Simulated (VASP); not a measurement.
# GaP (F-43m) in VASP: notebook

Aim: see how the results for GaP move with the level of theory and the settings. Levels: LDA, r2SCAN, PBEsol. Tasks: band structure.

Everything below comes from runs of VASP 6.6.1. Logs are shortened: lines on timing, memory, paths and dates and some standing lists are left out, and cuts for length are marked.

**The experiment to reproduce.**

From “Stacking defects in GaP nanowires: Electronic structure and optical properties”, 2018, arxiv:1810.01194, for a bulk crystal of GaP at 10 K: band gap 2.34 eV (indirect).

The results are compared with them further down.

### 1 Starting point

It takes space group F-43m (No. 216, cubic). Conventional cell: a = 5.401 Å, b = 5.401 Å, c = 5.401 Å, α = 90.00°, β = 90.00°, γ = 90.00°. Ga (site symmetry -43m) is surrounded by 4 P at 2.34 Å. Around P (site symmetry -43m) lie 4 Ga at 2.34 Å.

The cell is a database's computed one.

### 2 Band structure, LDA

The input, INCAR:

```
ALGO = Normal
EDIFF = 1E-7
ENCUT = 300
GGA = CA
ISIF = 2
ISMEAR = 0
LASPH = True
LCHARG = False
LREAL = False
LWAVE = False
NBANDS = 16
NELM = 100
PREC = Accurate
SIGMA = 0.02
```

The input, KPOINTS:

```
k-points
0
Gamma
  4 4 4
```

The input, POSCAR:

```
GaP                                     
1.0
   -0.0000000000      2.7003699599      2.7003699599
    2.7003699599     -0.0000000000      2.7003699599
    2.7003699599      2.7003699599     -0.0000000000
  Ga              P             
     1     1
Direct
     0.0000000000000000    0.0000000000000000    0.0000000000000000
     0.7500000000000000    0.7500000000000000    0.7500000000000000
```

The input, KPOINTS_OPT:

```
path GXWKGLUWLK,UX
20
line-mode
reciprocal
 0.0000000000  0.0000000000  0.0000000000  G
 0.5000000000  0.0000000000  0.5000000000  X

 0.5000000000  0.0000000000  0.5000000000  X
 0.5000000000  0.2500000000  0.7500000000  W

 0.5000000000  0.2500000000  0.7500000000  W
 0.3750000000  0.3750000000  0.7500000000  K

 0.3750000000  0.3750000000  0.7500000000  K
 0.0000000000  0.0000000000  0.0000000000  G

 0.0000000000  0.0000000000  0.0000000000  G
 0.5000000000  0.5000000000  0.5000000000  L

 0.5000000000  0.5000000000  0.5000000000  L
 0.6250000000  0.2500000000  0.6250000000  U

 0.6250000000  0.2500000000  0.6250000000  U
 0.5000000000  0.2500000000  0.7500000000  W

 0.5000000000  0.2500000000  0.7500000000  W
 0.5000000000  0.5000000000  0.5000000000  L

 0.5000000000  0.5000000000  0.5000000000  L
 0.3750000000  0.3750000000  0.7500000000  K

 0.6250000000  0.2500000000  0.6250000000  U
 0.5000000000  0.0000000000  0.5000000000  X
```

Potentials or basis: VASP PAW LDA potentials, release 64 (Ga_d, P).

The run is started by

```bash
cat potpaw_LDA.64/Ga_d/POTCAR potpaw_LDA.64/P/POTCAR > POTCAR
mpirun -np 1 vasp_std > vasp.out
```

OUTCAR:

```text
EDIFF = 1E-7
   ENCUT = 300
   GGA = CA
   ISIF = 2
   ISMEAR = 0
   LASPH = True
   LREAL = False
   NELM = 100
   PREC = Accurate

 ion  position               nearest neighbor table
   1  0.000  0.000  0.000-   2 2.34   2 2.34   2 2.34   2 2.34
   2  0.750  0.750  0.750-   1 2.34   1 2.34   1 2.34   1 2.34

  LATTYP: Found a face centered cubic cell.
 ALAT       =     5.4007399198

  Lattice vectors:

 A1 = (   0.0000000000,   2.7003699599,   2.7003699599)
 A2 = (   2.7003699599,   0.0000000000,   2.7003699599)
 A3 = (   2.7003699599,   2.7003699599,   0.0000000000)

Analysis of symmetry for initial positions (statically):
=====================================================================
 Subroutine PRICEL returns:
 Original cell was already a primitive cell.

 Routine SETGRP: Setting up the symmetry group for a
 face centered cubic supercell.

 Subroutine GETGRP returns: Found 24 space group operations
 (whereof 24 operations were pure point group operations)
 out of a pool of 48 trial point group operations.

The static configuration has the point symmetry T_d .

Analysis of symmetry for dynamics (positions and initial velocities):
=====================================================================
 Subroutine PRICEL returns:
 Original cell was already a primitive cell.

 Routine SETGRP: Setting up the symmetry group for a
 face centered cubic supercell.

 Subroutine GETGRP returns: Found 24 space group operations
 (whereof 24 operations were pure point group operations)
 out of a pool of 48 trial point group operations.

The dynamic configuration has the point symmetry T_d .

 Subroutine INISYM returns: Found 24 space group operations
 (whereof 24 operations are pure point group operations),
 and found     1 'primitive' translations

----------------------------------------------------------------------------------------

                                     Primitive cell

  volume of cell :      39.3822

  direct lattice vectors                    reciprocal lattice vectors
     0.000000000  2.700369960  2.700369960    -0.185159814  0.185159814  0.185159814
     2.700369960  0.000000000  2.700369960     0.185159814 -0.185159814  0.185159814
     2.700369960  2.700369960  0.000000000     0.185159814  0.185159814 -0.185159814

  length of vectors
     3.818899821  3.818899821  3.818899821     0.320706206  0.320706206  0.320706206

  position of ions in fractional coordinates (direct lattice)
     0.000000000  0.000000000  0.000000000
     0.750000000  0.750000000  0.750000000

  ion indices of the primitive-cell ions
   primitive index   ion index
                 1           1
                 2           2

----------------------------------------------------------------------------------------

 KPOINTS: k-points

Automatic generation of k-mesh.
 Grid dimensions read from file:
 generate k-points for:    4    4    4

 Generating k-lattice:

  Cartesian coordinates                     Fractional coordinates (reciprocal lattice)
    -0.046289954  0.046289954  0.046289954     0.250000000  0.000000000  0.000000000
     0.046289954 -0.046289954  0.046289954     0.000000000  0.250000000  0.000000000
     0.046289954  0.046289954 -0.046289954     0.000000000  0.000000000  0.250000000

  Length of vectors
     0.080176551  0.080176551  0.080176551

  Shift w.r.t. Gamma in fractional coordinates (k-lattice)
     0.000000000  0.000000000  0.000000000

 Subroutine IBZKPT returns following result:
 ===========================================

 Found      8 irreducible k-points:

 Following reciprocal coordinates:
            Coordinates               Weight
  0.000000  0.000000  0.000000      1.000000
  0.250000  0.000000  0.000000      8.000000
  0.500000  0.000000  0.000000      4.000000
  0.250000  0.250000  0.000000      6.000000
  0.500000  0.250000  0.000000     24.000000
 -0.250000  0.250000  0.000000     12.000000
  0.500000  0.500000  0.000000      3.000000
 -0.250000  0.500000  0.250000      6.000000
   k-points           NKPTS =      8   k-points in BZ     NKDIM =      8   number of bands    NBANDS=     16
   number of dos      NEDOS =    301   number of ions     NIONS =      2
   total plane-waves  NPLWV =  13824
   dimension x,y,z NGX =    24 NGY =   24 NGZ =   24
   dimension x,y,z NGXF=    48 NGYF=   48 NGZF=   48
   ions per type =               1   1
   NGX,Y,Z   is equivalent  to a cutoff of  10.45, 10.45, 10.45 a.u.
   NGXF,Y,Z  is equivalent  to a cutoff of  20.90, 20.90, 20.90 a.u.
 SYSTEM =  unknown system
   PREC   = accura    normal or accurate (medium, high low for compatibility)
   ISTART =      0    job   : 0-new  1-cont  2-samecut
   ICHARG =      2    charge: 1-file 2-atom 10-const
   ISPIN  =      1    spin polarized calculation?
   LNONCOLLINEAR =      F non collinear calculations
   LSORBIT =      F    spin-orbit coupling
   LASPH  =      T    aspherical Exc in radial PAW
   ENCUT  =  300.0 eV  22.05 Ry    4.70 a.u.   5.39  5.39  5.39*2*pi/ulx,y,z
   NELM   =    100;   NELMIN=  2; NELMDL= -5     # of ELM steps
   EDIFF  = 0.1E-06   stopping-criterion for ELM
   LREAL  =      F    real-space projection
   EDIFFG = 0.1E-05   stopping-criterion for IOM
   NSW    =      0    number of steps for IOM
   IBRION =     -1    ionic relax: 0-MD 1-quasi-New 2-CG
   NFREE  =      0    steps in history (QN), initial steepest desc. (CG)
   ISIF   =      2    stress and relaxation
   ISYM   =      2    0-nonsym 1-usesym 2-fastsym
   POTIM  = 0.5000    time-step for ionic-motion
   TEBEG  =    0.0;   TEEND  =   0.0 temperature during run
   PSTRESS=    0.0 pullay stress
   NELECT =      18.0000    total number of electrons
   NUPDOWN=      -1.0000    fix difference up-down
   EMIN   =  10.00;   EMAX   =-10.00  energy-range for DOS
   EFERMI =   0.00;   METHOD = LEGACY
   ISMEAR =     0;   SIGMA  =   0.02  broadening in eV -4-tet -1-fermi 0-gaus
   EFERMI_NEDOS =   21; number of points for ismear=-14 and -15
   IALGO  =     38    algorithm
   IMIX   =      4    mixing-type and parameters
     AMIX     =   0.40;   BMIX     =  1.00
     AMIX_MAG =   1.60;   BMIX_MAG =  1.00
  volume/ion in A,a.u.               =      19.69       132.88
  Fermi-wavevector in a.u.,A,eV,Ry     =   1.261050  2.383039 21.636635  1.590248
  Thomas-Fermi vector in A             =   2.394529
   LORBIT       =      0    0 simple, 1 ext, 2 COOP (PROOUT), +10 PAW based schemes
   GGA     = CA    functional components
   LHFCALC =     F    Hartree Fock is set to
   AEXX    =    0.0000 exact exchange contribution
   IVDW    =     0    specifies the selected vdW correction
   LEPSILON=     F    determine dielectric tensor
   LRPA    =     F    only Hartree local field effects (RPA)
 non-spin polarized calculation
 Gauss-broadening in eV      SIGMA  =   0.02
  energy-cutoff  :      300.00
  volume of cell :       39.38
 maximum number of plane-waves:       477
 NGX is ok and might be reduce to    24
   NGX = 11   NGY = 11   NGZ = 11

 number of electron      17.9999991 magnetization

 Free energy of the ion-electron system (eV)
  ---------------------------------------------------
  ext. energy  EPLUGINS =         0.00000000
  ---------------------------------------------------
  free energy    TOTEN  =       -10.29596686 eV

  energy without entropy =      -10.29596686  energy(sigma->0) =      -10.29596686

 E-fermi :   4.9809     XC(G=0): -10.2749

 val. band max:        4.8427362555   @ k =   0.0000   0.0000   0.0000
 cond. band min:       6.2441190025   @ k =   0.5000   0.5000   0.0000
 fundamental gap:      1.4013827471
 Fermi energy:         4.9808821398

 k-point     1 :       0.0000    0.0000    0.0000
  band No.  band energies     occupation
      1      -9.9496      2.00000
      2      -9.9496      2.00000
      3      -9.9496      2.00000
      4      -9.8444      2.00000
      5      -9.8444      2.00000
      6      -7.8906      2.00000
[... 8 lines left out ...]
     15      14.6706      0.00000
     16      14.6706      0.00000

 k-point     2 :       0.2500    0.0000    0.0000
  band No.  band energies     occupation
      1      -9.9942      2.00000
      2      -9.9339      2.00000
      3      -9.9339      2.00000
      4      -9.8433      2.00000
      5      -9.8433      2.00000
      6      -7.0837      2.00000
[... 8 lines left out ...]
     15      13.7782      0.00000
     16      14.5470      0.00000

 k-point     3 :       0.5000    0.0000    0.0000
  band No.  band energies     occupation
      1     -10.0327      2.00000
      2      -9.9234      2.00000
      3      -9.9234      2.00000
      4      -9.8365      2.00000
      5      -9.8365      2.00000
      6      -5.7073      2.00000
[... 8 lines left out ...]
     15      16.5975      0.00000
     16      16.5975      0.00000

 k-point     4 :       0.2500    0.2500    0.0000
  band No.  band energies     occupation
      1     -10.0181      2.00000
      2      -9.9156      2.00000
      3      -9.9156      2.00000
      4      -9.8623      2.00000
      5      -9.8327      2.00000
      6      -6.8126      2.00000
[... 8 lines left out ...]
     15      15.6390      0.00000
     16      17.4523      0.00000

 k-point     5 :       0.5000    0.2500    0.0000
  band No.  band energies     occupation
      1     -10.0437      2.00000
      2      -9.9085      2.00000
      3      -9.8997      2.00000
      4      -9.8609      2.00000
      5      -9.8308      2.00000
      6      -5.3750      2.00000
[... 8 lines left out ...]
     15      16.6904      0.00000
     16      18.1351      0.00000

 k-point     6 :      -0.2500    0.2500    0.0000
  band No.  band energies     occupation
      1     -10.0262      2.00000
      2      -9.9193      2.00000
      3      -9.9135      2.00000
      4      -9.8462      2.00000
      5      -9.8428      2.00000
      6      -5.9213      2.00000
[... 8 lines left out ...]
     15      15.8830      0.00000
     16      18.2335      0.00000

 k-point     7 :       0.5000    0.5000    0.0000
  band No.  band energies     occupation
      1     -10.0698      2.00000
      2      -9.8843      2.00000
      3      -9.8796      2.00000
      4      -9.8796      2.00000
      5      -9.8210      2.00000
      6      -4.7433      2.00000
[... 8 lines left out ...]
     15      17.3457      0.00000
     16      17.8891      0.00000

 k-point     8 :      -0.2500    0.5000    0.2500
  band No.  band energies     occupation
      1     -10.0484      2.00000
      2      -9.9092      2.00000
      3      -9.8860      2.00000
      4      -9.8613      2.00000
      5      -9.8352      2.00000
      6      -4.6362      2.00000
[... 8 lines left out ...]
     15      16.8271      0.00000
     16      18.7124      0.00000

------------------------ aborting loop because EDIFF is reached ----------------------------------------

  FORCE on cell =-STRESS in cart. coord.  units (eV):
  Direction    XX          YY          ZZ          XY          YZ          ZX
  --------------------------------------------------------------------------------------
  -------------------------------------------------------------------------------------
  Total       -0.0177063     -0.0177063     -0.0177063     -0.0000000     -0.0000000      0.0000000
  in kB       -0.7203402     -0.7203402     -0.7203402     -0.0000000     -0.0000000      0.0000000
  external PRESSURE =      -0.7203402 kB  Pullay stress =       0.0000000 kB

 VOLUME and BASIS-vectors are now :
 -----------------------------------------------------------------------------
  energy-cutoff  :      300.00
  volume of cell :       39.38
      direct lattice vectors                 reciprocal lattice vectors
     0.000000000  2.700369960  2.700369960    -0.185159814  0.185159814  0.185159814
     2.700369960  0.000000000  2.700369960     0.185159814 -0.185159814  0.185159814
     2.700369960  2.700369960  0.000000000     0.185159814  0.185159814 -0.185159814

 POSITION                                       TOTAL-FORCE (eV/Angst)
 -----------------------------------------------------------------------------------
      0.00000      0.00000      0.00000         0.000000     -0.000000     -0.000000
      4.05055      4.05055      4.05055        -0.000000      0.000000      0.000000
 -----------------------------------------------------------------------------------
    total drift:                               -0.000001     -0.000001     -0.000001

  FREE ENERGIE OF THE ION-ELECTRON SYSTEM (eV)
  ---------------------------------------------------
  free  energy   TOTEN  =       -10.2959668629 eV

  energy  without entropy=      -10.2959668629  energy(sigma->0) =      -10.29596686
```

Wall time 19 s (1 thread of Intel Xeon Platinum 8488C (Sapphire Rapids), shared host); peak memory 0.13 GiB.

Results:

```
Free energy             : -10.2960 eV
Band gap on the k mesh  : 1.40 eV, indirect (least direct gap 1.85 eV)
Band gap along the path : 1.36 eV, indirect (least direct gap 1.85 eV)
```

Levels at the corners of the path, in eV from the valence-band top:
| point | band 5 | band 6 | band 7 | band 8 | band 9 | band 10 | band 11 | band 12 | band 13 | band 14 |
| --- | --- | --- | --- | --- | --- | --- | --- | --- | --- | --- |
| Γ | -14.69 | -12.73 | 0.00 | 0.00 | 0.00 | 1.85 | 3.75 | 3.75 | 3.75 | 8.57 |
| X | -14.66 | -9.59 | -7.00 | -2.82 | -2.82 | 1.40 | 1.62 | 10.65 | 10.65 | 11.21 |
| X | -14.66 | -9.59 | -7.00 | -2.82 | -2.82 | 1.40 | 1.62 | 10.65 | 10.65 | 11.21 |
| W | -14.68 | -9.48 | -6.78 | -3.77 | -3.63 | 4.58 | 4.88 | 5.99 | 6.02 | 11.63 |
| W | -14.68 | -9.48 | -6.78 | -3.77 | -3.63 | 4.58 | 4.88 | 5.99 | 6.02 | 11.63 |
| K | -14.67 | -9.62 | -6.78 | -4.16 | -2.37 | 1.98 | 4.72 | 8.24 | 8.24 | 9.28 |
| K | -14.67 | -9.62 | -6.78 | -4.16 | -2.37 | 1.98 | 4.72 | 8.24 | 8.24 | 9.28 |
| Γ | -14.69 | -12.73 | 0.00 | 0.00 | 0.00 | 1.85 | 3.75 | 3.75 | 3.75 | 8.57 |
| Γ | -14.69 | -12.73 | 0.00 | 0.00 | 0.00 | 1.85 | 3.75 | 3.75 | 3.75 | 8.57 |
| L | -14.68 | -10.55 | -6.90 | -1.18 | -1.18 | 1.57 | 4.59 | 4.59 | 8.06 | 10.83 |
| L | -14.68 | -10.55 | -6.90 | -1.18 | -1.18 | 1.57 | 4.59 | 4.59 | 8.06 | 10.83 |
| U | -14.67 | -9.62 | -6.78 | -4.16 | -2.37 | 1.98 | 4.72 | 8.24 | 8.24 | 9.28 |
| U | -14.67 | -9.62 | -6.78 | -4.16 | -2.37 | 1.98 | 4.72 | 8.24 | 8.24 | 9.28 |
| W | -14.68 | -9.48 | -6.78 | -3.77 | -3.63 | 4.58 | 4.88 | 5.99 | 6.02 | 11.63 |
| W | -14.68 | -9.48 | -6.78 | -3.77 | -3.63 | 4.58 | 4.88 | 5.99 | 6.02 | 11.63 |
| L | -14.68 | -10.55 | -6.90 | -1.18 | -1.18 | 1.57 | 4.59 | 4.59 | 8.06 | 10.83 |
| L | -14.68 | -10.55 | -6.90 | -1.18 | -1.18 | 1.57 | 4.59 | 4.59 | 8.06 | 10.83 |
| K | -14.67 | -9.62 | -6.78 | -4.16 | -2.37 | 1.98 | 4.72 | 8.24 | 8.24 | 9.28 |
| U | -14.67 | -9.62 | -6.78 | -4.16 | -2.37 | 1.98 | 4.72 | 8.24 | 8.24 | 9.28 |
| X | -14.66 | -9.59 | -7.00 | -2.82 | -2.82 | 1.40 | 1.62 | 10.65 | 10.65 | 11.21 |

Caveat: the k mesh is coarse (spacing up to 0.50 Å⁻¹), so the values aren't converged; the cutoff is under 1.25 times the usual one of these potentials, so pressure, stress and relaxed cells hold a basis-set (Pulay) error.

### 3 Band structure, r2SCAN

This run uses another cell than the first one, of 20.25 Å³/atom, 1.029 times its volume.

The input, INCAR:

```
SYSTEM = GaP
PREC = Accurate ; ENCUT = 520
EDIFF = 1E-7 ; ISMEAR = 0
SIGMA = 0.02 ; LREAL = .False.
LASPH = .True. ; NELM = 100
ALGO = Normal ; ISIF = 2
LWAVE = .False. ; LCHARG = .False.
METAGGA = R2SCAN ; LMIXTAU = .True.
NBANDS = 16
```

The input, KPOINTS:

```
Automatic mesh
0
Gamma
  8 8 8
  0 0 0
```

The input, POSCAR:

```
GaP                                     
1.0
    0.0000000000      2.7258124900      2.7258124900
    2.7258124900      0.0000000000      2.7258124900
    2.7258124900      2.7258124900      0.0000000000
  Ga              P             
     1     1
Direct
     0.0000000000000000    0.0000000000000000    0.0000000000000000
     0.7500000000000000    0.7500000000000000    0.7500000000000000
```

Edit KPOINTS_OPT of step 2 so:

```diff
@@ -1,3 +1,3 @@
 path GXWKGLUWLK,UX
-20
+10
 line-mode
```

Potentials or basis: VASP PAW PBE potentials, release 64 (Ga_d, P).

The run is started by

```bash
cat potpaw_PBE.64/Ga_d/POTCAR potpaw_PBE.64/P/POTCAR > POTCAR
mpirun -np 1 vasp_std > vasp.out
```

Run time: 1.9 min. Hardware: 1 thread of Intel Xeon 6975P-C (Granite Rapids), shared host; peak memory 0.18 GiB.

Results (log left out):

* Free energy: -21.4631 eV
* Pressure: -0.1 GPa
* Band gap on the k mesh: 1.90 eV, indirect (least direct gap 2.34 eV)
* Band gap along the path: 1.86 eV, indirect (least direct gap 2.34 eV)

Levels at the corners of the path, in eV from the valence-band top:
```csv
point,band 5,band 6,band 7,band 8,band 9,band 10,band 11,band 12,band 13,band 14
Γ,-14.87,-13.02,0.00,0.00,0.00,2.34,4.19,4.19,4.19,9.46
X,-14.85,-9.92,-6.95,-2.80,-2.80,1.91,2.10,11.35,11.35,12.00
X,-14.85,-9.92,-6.95,-2.80,-2.80,1.91,2.10,11.35,11.35,12.00
W,-14.87,-9.83,-6.74,-3.70,-3.53,5.04,5.30,6.57,6.59,12.39
W,-14.87,-9.83,-6.74,-3.70,-3.53,5.04,5.30,6.57,6.59,12.39
K,-14.86,-9.96,-6.74,-4.07,-2.35,2.48,5.19,8.79,8.84,9.96
K,-14.86,-9.96,-6.74,-4.07,-2.35,2.48,5.19,8.79,8.84,9.96
Γ,-14.87,-13.02,0.00,0.00,0.00,2.34,4.19,4.19,4.19,9.46
Γ,-14.87,-13.02,0.00,0.00,0.00,2.34,4.19,4.19,4.19,9.46
L,-14.87,-10.86,-6.84,-1.17,-1.17,2.04,5.06,5.06,8.83,11.64
L,-14.87,-10.86,-6.84,-1.17,-1.17,2.04,5.06,5.06,8.83,11.64
U,-14.86,-9.96,-6.74,-4.07,-2.35,2.48,5.19,8.79,8.84,9.96
U,-14.86,-9.96,-6.74,-4.07,-2.35,2.48,5.19,8.79,8.84,9.96
W,-14.87,-9.83,-6.74,-3.70,-3.53,5.04,5.30,6.57,6.59,12.39
W,-14.87,-9.83,-6.74,-3.70,-3.53,5.04,5.30,6.57,6.59,12.39
L,-14.87,-10.86,-6.84,-1.17,-1.17,2.04,5.06,5.06,8.83,11.64
L,-14.87,-10.86,-6.84,-1.17,-1.17,2.04,5.06,5.06,8.83,11.64
K,-14.86,-9.96,-6.74,-4.07,-2.35,2.48,5.19,8.79,8.84,9.96
U,-14.86,-9.96,-6.74,-4.07,-2.35,2.48,5.19,8.79,8.84,9.96
X,-14.85,-9.92,-6.95,-2.80,-2.80,1.91,2.10,11.35,11.35,12.00
```

Caveat: the PAW data sets were made with another functional, which shifts forces and pressure a little.

(Part 1 of 2 ends here.)
